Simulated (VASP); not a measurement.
# I (I4/mmm) in VASP: settings compared, part 2 of 2

VASP 6.6.1. Earlier steps stand in the parts before.

### 3 Atomic charges, PBE0+D3(BJ) (volume scaled by 0.88)

Input file POSCAR:

```
I
1.0
   -1.5499821593      1.5499821593      4.0868971476
    1.5499821593     -1.5499821593      4.0868971476
    1.5499821593      1.5499821593     -4.0868971476
I
1
Direct
    0.0000000000      0.0000000000      0.0000000000
```

Input file INCAR.step1:

```
PREC = Accurate
ENCUT = 520
EDIFF = 1E-5
ISMEAR = 0
SIGMA = 0.01
LREAL = On
LASPH = True
NELM = 60
ALGO = Normal
ISIF = 2
LWAVE = True
LCHARG = False
GGA = PE
```

Input file INCAR.step2:

```
PREC = Accurate
ENCUT = 520
EDIFF = 1E-6
ISMEAR = 0
SIGMA = 0.01
LREAL = On
LASPH = True
NELM = 60
ALGO = Normal
ISIF = 2
LWAVE = False
LCHARG = False
GGA = PE
LHFCALC = True
AEXX = 0.25
PRECFOCK = Fast
HFRCUT = -1
IVDW = 12
LORBIT = 10
ISTART = 1
```

Input file KPOINTS:

```
regular mesh
0
Gamma
  6 6 6
```

Potentials or basis: VASP PAW PBE potentials, release 64 (I).

Launch:

```console
> cat potpaw_PBE.64/I/POTCAR > POTCAR
> cp INCAR.step1 INCAR
> mpirun -np 1 vasp_std > vasp.out
> cp INCAR.step2 INCAR
> mpirun -np 1 vasp_std > vasp.out
```

OUTCAR:

```text
PREC = Accurate
   ENCUT = 520
   EDIFF = 1E-6
   ISMEAR = 0
   LREAL = On
   LASPH = True
   NELM = 60
   ISIF = 2
   GGA = PE
   LHFCALC = True
   AEXX = 0.25
   PRECFOCK = Fast
   IVDW = 12
   LORBIT = 10
   ISTART = 1
 IVDW          = 12

 ion  position               nearest neighbor table
   1  0.000  0.000  0.000-

  LATTYP: Found a body centered tetragonal cell.
 ALAT       =     3.0999643186
 C/A-ratio  =     2.6367381864

  Lattice vectors:

 A1 = (  -1.5499821593,   1.5499821593,   4.0868971476)
 A2 = (   1.5499821593,  -1.5499821593,   4.0868971476)
 A3 = (   1.5499821593,   1.5499821593,  -4.0868971476)

Analysis of symmetry for initial positions (statically):
=====================================================================
 Subroutine PRICEL returns:
 Original cell was already a primitive cell.

 Routine SETGRP: Setting up the symmetry group for a
 body centered tetragonal supercell.

 Subroutine GETGRP returns: Found 16 space group operations
 (whereof 16 operations were pure point group operations)
 out of a pool of 16 trial point group operations.

The static configuration has the point symmetry D_4h.

Analysis of symmetry for dynamics (positions and initial velocities):
=====================================================================
 Subroutine PRICEL returns:
 Original cell was already a primitive cell.

 Routine SETGRP: Setting up the symmetry group for a
 body centered tetragonal supercell.

 Subroutine GETGRP returns: Found 16 space group operations
 (whereof 16 operations were pure point group operations)
 out of a pool of 16 trial point group operations.

The dynamic configuration has the point symmetry D_4h.

 Subroutine INISYM returns: Found 16 space group operations
 (whereof 16 operations are pure point group operations),
 and found     1 'primitive' translations

----------------------------------------------------------------------------------------

                                     Primitive cell

  volume of cell :      39.2742

  direct lattice vectors                    reciprocal lattice vectors
    -1.549982159  1.549982159  4.086897148     0.000000000  0.322584358  0.122342203
     1.549982159 -1.549982159  4.086897148     0.322584358  0.000000000  0.122342203
     1.549982159  1.549982159 -4.086897148     0.322584358  0.322584358  0.000000000

  length of vectors
     4.637630611  4.637630611  4.637630611     0.345004758  0.345004758  0.456203174

  position of ions in fractional coordinates (direct lattice)
     0.000000000  0.000000000  0.000000000

  ion indices of the primitive-cell ions
   primitive index   ion index
                 1           1

----------------------------------------------------------------------------------------

 KPOINTS: regular mesh

Automatic generation of k-mesh.
 Grid dimensions read from file:
 generate k-points for:    6    6    6

 Generating k-lattice:

  Cartesian coordinates                     Fractional coordinates (reciprocal lattice)
     0.000000000  0.053764060  0.020390367     0.166666667  0.000000000 -0.000000000
     0.053764060  0.000000000  0.020390367     0.000000000  0.166666667 -0.000000000
[... 87 lines left out ...]
   NKREDX  =     1    reduce k-point grid by
   NKREDY  =     1    reduce k-point grid by
   NKREDZ  =     1    reduce k-point grid by
   AEXX    =    0.2500 exact exchange contribution
   HFSCREEN=    0.0000 screening length (either q_TF or 0.3 A-1)
   HFSCREENC=   0.0000 screening length for correlation (either q_TF or 0.3 A-1)
   ENCUTFOCK=  -1.0 apply spherical cutoff to Coloumb kernel
   IVDW    =    12    specifies the selected vdW correction
   LEPSILON=     F    determine dielectric tensor
   LRPA    =     F    only Hartree local field effects (RPA)
 non-spin polarized calculation
 Gauss-broadening in eV      SIGMA  =   0.01
  energy-cutoff  :      520.00
  volume of cell :       39.27
 maximum number of plane-waves:      1080
 NGX is ok and might be reduce to    36
  NGX = 20; NGY = 20; NGZ = 20

 number of electron       7.0000000 magnetization

 Free energy of the ion-electron system (eV)
  ---------------------------------------------------
  ext. energy  EPLUGINS =         0.00000000
  ---------------------------------------------------
  free energy    TOTEN  =        -3.37845104 eV

  energy without entropy =       -3.37811815  energy(sigma->0) =       -3.37828459

 E-fermi :   3.3406     XC(G=0):  -6.5772

 val. band max:        2.9823843120   @ k =   0.3333   0.1667   0.0000
 cond. band min:       3.3453859120   @ k =  -0.3333   0.1667  -0.0000
 fundamental gap:      0.3630016000
 Fermi energy:         3.3406165492

 k-point     1 :       0.0000    0.0000    0.0000
  band No.  band energies     occupation
      1     -13.0662      2.00000
      2      -0.1136      2.00000
      3       5.3598      0.00000
      4       5.3598      0.00000
      5       8.4270      0.00000
      6      11.6559      0.00000
      7      13.0778      0.00000
[... 221 lines left out ...]
 k-point    24 :      -0.1667   -0.3333    0.1667
  band No.  band energies     occupation
      1     -12.5751      2.00000
      2      -0.8373      2.00000
      3       1.6942      2.00000
      4       5.5657      0.00000
      5      10.9974      0.00000
      6      12.3672      0.00000
      7      14.7112      0.00000

 [... further k-points ...]

------------------------ aborting loop because EDIFF is reached ----------------------------------------

 total charge

# of ion       s       p       d       tot
------------------------------------------
    1        1.466   2.511   0.040   4.017

 ---------------------------------------------------------------------------------------------

         DFTD3 V3.0 Rev 1
 DF pbe0
 parameters
 k1-k3        =   16.0000    1.3333   -4.0000
 Edisp (eV)   -0.35650

 E6    (eV) :    -0.1653
 E8    (eV) :    -0.1912
 % E8        : 53.62

  FORCE on cell =-STRESS in cart. coord.  units (eV):
  Direction    XX          YY          ZZ          XY          YZ          ZX
  --------------------------------------------------------------------------------------
  -------------------------------------------------------------------------------------
  Total      -2.69661    -2.69661    -1.94345     0.00000     0.00000     0.00000
  in kB    -110.00718  -110.00718   -79.28231     0.00000     0.00000     0.00000
  external pressure =      -99.77 kB  Pullay stress =        0.00 kB

 VOLUME and BASIS-vectors are now :
 -----------------------------------------------------------------------------
  energy-cutoff  :      520.00
  volume of cell :       39.27
      direct lattice vectors                 reciprocal lattice vectors
    -1.549982159  1.549982159  4.086897148     0.000000000  0.322584358  0.122342203
     1.549982159 -1.549982159  4.086897148     0.322584358  0.000000000  0.122342203
     1.549982159  1.549982159 -4.086897148     0.322584358  0.322584358  0.000000000

  length of vectors
     4.637630611  4.637630611  4.637630611     0.345004758  0.345004758  0.456203174

 FORCES acting on ions
    electron-ion (+dipol)            ewald-force                    non-local-force                 convergence-correction
 -----------------------------------------------------------------------------------------------
   -.151E-08 -.138E-08 -.229E-08   -.512E-15 0.138E-15 -.318E-16   0.000E+00 0.000E+00 0.000E+00   -.863E-08 0.934E-09 -.198E-07
 -----------------------------------------------------------------------------------------------
   -.151E-08 -.138E-08 -.229E-08   -.512E-15 0.138E-15 -.318E-16   0.000E+00 0.000E+00 0.000E+00   -.863E-08 0.934E-09 -.198E-07

 POSITION                                       TOTAL-FORCE (eV/Angst)
 -----------------------------------------------------------------------------------
      0.00000      0.00000      0.00000         0.000000      0.000000     -0.000000
 -----------------------------------------------------------------------------------
    total drift:                               -0.000000     -0.000000     -0.000000

--------------------------------------------------------------------------------------------------------

  FREE ENERGIE OF THE ION-ELECTRON SYSTEM (eV)
  ---------------------------------------------------
  free  energy   TOTEN  =        -3.7349535048 eV

  energy  without entropy=       -3.7346206130  energy(sigma->0) =       -3.73478706

--------------------------------------------------------------------------------------------------------

--------------------------------------------------------------------------------------------------------

 total charge

# of ion       s       p       d       tot
------------------------------------------
    1        1.466   2.511   0.040   4.017

=======================================================================
```

OUTCAR.step1:

```text
PREC = Accurate
   ENCUT = 520
   EDIFF = 1E-5
   ISMEAR = 0
   LREAL = On
   LASPH = True
   NELM = 60
[... 457 lines left out ...]

 POSITION                                       TOTAL-FORCE (eV/Angst)
 -----------------------------------------------------------------------------------
      0.00000      0.00000      0.00000         0.000000      0.000000     -0.000000
 -----------------------------------------------------------------------------------
    total drift:                               -0.000000      0.000000      0.000000

  FREE ENERGIE OF THE ION-ELECTRON SYSTEM (eV)
  ---------------------------------------------------
  free  energy   TOTEN  =        -2.7424974257 eV

  energy  without entropy=       -2.7421645337  energy(sigma->0) =       -2.74233098
```

Run time: 5.8 min. Hardware: 1 thread of Intel Xeon Platinum 8488C (Sapphire Rapids), shared host; peak memory 0.21 GiB.

These settings aren't checked as converged: the numbers below hold their error.

Results:

```yaml
Free_energy: -3.7350 eV
Pressure: -10.0 GPa
Band_gap_on_the_k_mesh: none (metal or under the smearing width)
Valence_electrons_inside_the_program's_atomic_spheres: I 4.02
Dispersion_energy_per_atom: -0.356 eV
```

Caveat: the k mesh is coarse (spacing up to 0.48 Å⁻¹), so the values aren't converged, least of all with exact exchange; the PAW data sets were made with another functional, which shifts forces and pressure a little; an odd number of electrons without spin polarisation forces a metal; a magnetic or distorted state may lie lower; pairwise dispersion overbinds metals, which lowers pressure and volume.

### 4 Single point, PBE

Input file INCAR:

```
SYSTEM = I
  PREC = Accurate
  ENCUT = 520
  EDIFF = 1E-7
  ISMEAR = 0
  SIGMA = 0.1
  LREAL = .FALSE.
  LASPH = .TRUE.
  NELM = 100
  ALGO = Normal
  ISIF = 2
  LWAVE = .FALSE.
  LCHARG = .FALSE.
  GGA = PE
  NBANDS = 10
```

Input file KPOINTS:

```
regular mesh
0
G
  11 11 11
  0 0 0
```

Input file POSCAR:

```
I
4.8395
   -0.334219650790      0.334219650790      0.881249715880
    0.334219650790     -0.334219650790      0.881249715880
    0.334219650790      0.334219650790     -0.881249715880
I
1
Direct
    0.0000000000      0.0000000000      0.0000000000
```

Launch:

```console
> cat potpaw_PBE.64/I/POTCAR > POTCAR
> mpirun -np 1 vasp_std > vasp.out
```

Wall time 46 s (1 thread of Intel Xeon Platinum 8488C (Sapphire Rapids), shared host); peak memory 0.22 GiB.

Results (log left out):

| Item | Value |
| --- | --- |
| Free energy | -1.4201 eV |
| Pressure | 0.1 GPa |
| Band gap on the k mesh | none (metal or under the smearing width) |

Levels at points of the mesh, in eV from the Fermi level:
| k point | band 1 | band 2 | band 3 | band 4 | band 5 | band 6 | band 7 | band 8 |
| --- | --- | --- | --- | --- | --- | --- | --- | --- |
| (0.00, 0.00, 0.00) | -13.79 | -2.35 | 0.78 | 0.78 | 4.17 | 7.28 | 7.93 | 12.47 |

Caveat: an odd number of electrons without spin polarisation forces a metal; a magnetic or distorted state may lie lower. Spin-orbit coupling is left out, which matters for the levels of I.

### 5 Single point, PBE

Input file run.py:

```python
from ase.calculators.vasp import Vasp
from ase.dft.bandgap import bandgap
from ase.io import read

atoms = read('POSCAR')
calc = Vasp(
    directory='calc',
    xc='pbe',
    pp='PBE',
    setups='recommended',
    prec='Accurate',
    encut=520,
    ediff=1e-06,
    ismear=0,
    sigma=0.1,
    lreal=False,
    lasph=True,
    nelm=80,
    algo='Normal',
    isif=2,
    lwave=False,
    lcharg=False,
    kpts=[11, 11, 11],
    gamma=True,
    nbands=10,
)
atoms.calc = calc

print('energy (eV):', atoms.get_potential_energy())
print('free energy (eV):', atoms.get_potential_energy(force_consistent=True))
print('forces (eV/A):')
print(atoms.get_forces())
print('stress (eV/A^3, Voigt):', atoms.get_stress())
print('Fermi level (eV):', calc.get_fermi_level())
gap, top, bottom = bandgap(calc)
print('band gap (eV):', gap, 'from (spin, k, band)', top, 'to', bottom)
```

Input file POSCAR:

```
I
1.0
   -1.6174560000      1.6174560000      4.2648080000
    1.6174560000     -1.6174560000      4.2648080000
    1.6174560000      1.6174560000     -4.2648080000
I
1
Direct
    0.0000000000      0.0000000000      0.0000000000
```

Launch:

```console
> python run.py
```

Wall time 48 s (1 thread of Intel Xeon Platinum 8488C (Sapphire Rapids), shared host); peak memory 0.22 GiB.

It converged, with:

| Property | Result |
| --- | --- |
| Free energy | -1.4201 eV |
| Pressure | 0.1 GPa |
| Band gap on the k mesh | none (metal or under the smearing width) |

Levels at points of the mesh, in eV from the Fermi level:
```
           k point  band 1  band 2  band 3  band 4  band 5  band 6
(0.00, 0.00, 0.00)  -13.79   -2.36    0.78    0.78    4.17    7.28
```

Caveat: an odd number of electrons without spin polarisation forces a metal; a magnetic or distorted state may lie lower. Spin-orbit coupling is left out, which matters for the levels of I.

### 6 Single point, PBE

Input file INCAR:

```
  PREC = Accurate
  ENCUT = 400
  EDIFF = 1E-6
  ISMEAR = 0
  SIGMA = 0.02
  LREAL = False
  LASPH = True
  NELM = 60
  ALGO = Normal
  ISIF = 2
  LWAVE = False
  LCHARG = True
  GGA = PE
  LELF = True
  LVHAR = True
```

Input file KPOINTS:

```
Automatic mesh
0
Gamma
  6 6 6
```

POSCAR is that of step 5.

Potentials or basis: VASP PAW PBE potentials, release 64 (I_GW).

Launch:

```console
> cat potpaw_PBE.64/I_GW/POTCAR > POTCAR
> mpirun -np 1 vasp_std > vasp.out
```

Wall time 7.5 s (1 thread of Intel Xeon Platinum 8488C (Sapphire Rapids), shared host); peak memory 0.16 GiB.

It converged, with:

| Item | Value |
| --- | --- |
| Free energy | -1.3436 eV |
| Pressure | 0.1 GPa |
| Band gap on the k mesh | none (metal or under the smearing width) |

Stress tensor (GPa, compression positive):
```
0.17 0.00 0.00
0.00 0.17 0.00
0.00 0.00 0.09
```

Levels at points of the mesh, in eV from the Fermi level:
```tsv
k point	band 1	band 2	band 3	band 4	band 5	band 6	band 7
(0.00, 0.00, 0.00)	-13.31	-1.87	1.26	1.26	4.66	7.88	8.45
(0.50, 0.00, 0.00)	-11.95	-4.66	-1.29	2.18	5.34	9.93	10.27
(0.50, 0.50, 0.00)	-10.65	-3.53	-3.37	-0.14	4.47	6.98	9.76
(0.50, 0.50, 0.50)	-13.19	-3.25	1.16	1.16	7.57	7.89	9.70
```

Caveat: the k mesh is coarse (spacing up to 0.46 Å⁻¹), so the values aren't converged; an odd number of electrons without spin polarisation forces a metal; a magnetic or distorted state may lie lower. The run has no spin-orbit coupling, so splittings on I are missing.

### 7 The runs side by side

| potentials or basis | k mesh | cutoff (eV) | smearing | mesh quality | gap on the mesh (eV) | pressure (GPa) |
| --- | --- | --- | --- | --- | --- | --- |
| VASP PAW PBE potentials, release 64 (I_GW) | 7 × 7 × 7 | 450 | gaussian 0.02 eV | coarse | none | 0.1 |
| VASP PAW PBE potentials, release 64 (I) | 11 × 11 × 11 | 520 | gaussian 0.1 eV | not flagged | none | 0.1 |
| VASP PAW PBE potentials, release 64 (I_GW) | 6 × 6 × 6 | 400 | gaussian 0.02 eV | coarse | none | 0.1 |

Alike in all rows: task single point; level PBE; no spin polarisation; cell as given.

Caveats: some runs use coarse meshes; an odd number of electrons without spin polarisation forces a metal; a magnetic or distorted state may lie lower.

Total energies depend on the potentials used, so only differences within one code and one set of settings carry meaning.
